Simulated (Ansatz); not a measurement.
# H2Se: the cost of one run

Program: Ansatz 0.2.0. Level of theory: DFT PBE, scalar-relativistic, plane waves, PAW. These are calculated values, not measurements.

**1. The structure to begin with**

The structure is hexagonal, space group P6/mmm (No. 191). Conventional cell: a = 4.640 Å, b = 4.640 Å, c = 2.950 Å, α = 90.00°, β = 90.00°, γ = 120.00°. H (site symmetry -6m2) is surrounded by 5 H at 2.68 to 2.95 Å and 6 Se at 3.06 Å. Around Se (site symmetry 6/mmm) lie 2 Se at 2.95 Å and 12 H at 3.06 Å.

As a file:

```cif
data_structure
_symmetry_space_group_name_H-M 'P 1'
_symmetry_Int_Tables_number 1
_cell_length_a 4.6404
_cell_length_b 4.6404
_cell_length_c 2.9498
_cell_angle_alpha 90.000
_cell_angle_beta 90.000
_cell_angle_gamma 120.000
_cell_volume 55.01
loop_
_atom_site_label
_atom_site_type_symbol
_atom_site_fract_x
_atom_site_fract_y
_atom_site_fract_z
_atom_site_occupancy
H1 H 0.33333 0.66667 0.50000 1
H2 H 0.66667 0.33333 0.50000 1
Se1 Se 0.00000 0.00000 0.00000 1
```

This is candidate A: Li2Pt type (P6/mmm, No. 191).

(A quick probe on a coarse mesh, which set the mesh and smearing, is not shown.)

**3. Coarse relaxation (candidate A)**

input.yaml

```yaml
crystal:
  lattice:
    - [4.6403717216, 0.0, 0.0]
    - [-2.3201858608, 4.018679794, 0.0]
    - [0.0, 0.0, 2.949840454]
  atoms:
    - { symbol: H, position: [0.3333333333, 0.6666666667, 0.5] }
    - { symbol: H, position: [0.6666666667, 0.3333333333, 0.5] }
    - { symbol: Se, position: [0.0, 0.0, 0.0] }
basis:
  ecutwfc: 420
kpoints:
  mp_grid: { grid: [6, 6, 6] }
hamiltonian:
  xc: pbe
scf:
  occupations: { method: gaussian, width: 0.1 }
  lower_state_search: "off"
output:
  forces: true
  stress: true
  eigenvalues: true
relax:
  adjacent_minimum: "off"
  f_tol: 0.04
  max_steps: 70
  cell: { stress_tol: 0.4 }
```

The run is started by

```bash
> ansatz run input.yaml --threads 1 --pin off --max-ram 2560MiB --backend cpu --events-out ev --progress --plain --runs-dir out
```

Q: Estimate wall time and peak memory on 1 thread of Intel Xeon 6975P-C (Granite Rapids), shared host.

About 5.4 s, with a peak of 0.34 GiB.
